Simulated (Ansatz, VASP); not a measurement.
## One calculation of Al, two programs

POSCAR

```
Al
1.0
    2.8270770242      0.0000000000      0.0000000000
   -1.4135385121      2.4483205214      0.0000000000
    0.0000000000      0.0000000000      9.1859930700
Al
4
Direct
    0.0000000000      0.0000000000      0.0000000000
    0.3333333300      0.6666666700      0.2500000000
    0.0000000000      0.0000000000      0.5000000000
    0.6666666700      0.3333333300      0.7500000000
```

INCAR.step1

```
SYSTEM = Al
PREC = Accurate ; ENCUT = 520
ISMEAR = 0 ; SIGMA = 0.1
LREAL = .False. ; LASPH = .True.
NELM = 80 ; NBANDS = 14
GGA = PE ; ALGO = Normal
EDIFF = 1E-4 ; LWAVE = .True.
LCHARG = .False.
```

Contents of INCAR.step2:

```
SYSTEM = Al
PREC = Accurate ; ENCUT = 520
EDIFF = 1E-6 ; ISMEAR = 0
SIGMA = 0.1 ; LREAL = .False.
LASPH = .True. ; NELM = 80
ALGO = Normal ; ISIF = 2
LWAVE = .False. ; LCHARG = .False.
METAGGA = R2SCAN ; LMIXTAU = .True.
NBANDS = 14 ; ISTART = 1
```

KPOINTS

```
Automatic mesh
0
Gamma
  9 9 2
  0 0 0
```

Input for Ansatz:

```yaml
crystal:
  lattice:
    - [2.8270770242, 0.0, 0.0]
    - [-1.4135385121, 2.4483205214, 0.0]
    - [0.0, 0.0, 9.18599307]
  atoms:
    - { symbol: Al, position: [0.0, 0.0, 0.0] }
    - { symbol: Al, position: [0.33333333, 0.66666667, 0.25] }
    - { symbol: Al, position: [0.0, 0.0, 0.5] }
    - { symbol: Al, position: [0.66666667, 0.33333333, 0.75] }
basis:
  ecutwfc: 500
kpoints:
  mp_grid: { grid: [9, 9, 2] }
hamiltonian:
  xc: r2scan
scf:
  occupations: { method: gaussian, width: 0.1 }
  lower_state_search: "off"
output:
  forces: true
  stress: true
  eigenvalues: true
```

Alike in both runs: task single point; functional r2SCAN; k mesh 9 × 9 × 2; occupations gaussian, width 0.1 eV; no spin polarisation.

```csv
,VASP,Ansatz
version,VASP 6.6.1,Ansatz 0.2.0
potentials or method,"VASP PAW PBE potentials, release 64 (Al)","scalar-relativistic, plane waves, PAW"
plane-wave cutoff (eV),520,500
valence electrons in the cell,12,12
```

```tsv
	VASP	Ansatz	Ansatz less VASP
gap on the k mesh at the Fermi level (eV)	none	none	-
pressure (GPa)	0.1	0.4	+0.33
largest component of the traceless stress (GPa)	1.86	1.86	-0.001
```

A gap of «none» marks a metal or a gap that the smearing closes.

Caveats: the PAW data sets were made with another functional, which shifts forces and pressure a little (VASP).
